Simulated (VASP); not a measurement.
Input of a VASP 6.6.1 run:

Contents of INCAR:

```
SYSTEM = Bi
PREC = Accurate
ENCUT = 600
EDIFF = 1E-7
ISMEAR = 1
SIGMA = 0.1
LREAL = .FALSE.
LASPH = .TRUE.
NELM = 80
ALGO = Fast
ISIF = 2
LWAVE = .FALSE.
LCHARG = .FALSE.
GGA = PS
IBRION = 2
NSW = 40
EDIFFG = -0.01
```

Contents of KPOINTS:

```
regular mesh
0
G
  14 14 14
  0 0 0
```

POSCAR

```
Bi                                      
1.0
   -1.9941949224      1.9941949224      1.9941949224
    1.9941949224     -1.9941949224      1.9941949224
    1.9941949224      1.9941949224     -1.9941949224
  Bi            
     1
Direct
     0.0000000000000000    0.0000000000000000    0.0000000000000000
```

Potentials or basis: VASP PAW PBE potentials, release 64 (Bi_d).

Launch:

```console
$ cat potpaw_PBE.64/Bi_d/POTCAR > POTCAR
$ mpirun -np 1 vasp_std > vasp.out
```

(1) What does it give for the band gap on the k mesh?

## Answers

(1) none (metal or under the smearing width).

Caveat: the relaxation stopped at its first step, so nothing moved; spin-orbit coupling is left out, which moves the levels of the heavy elements.
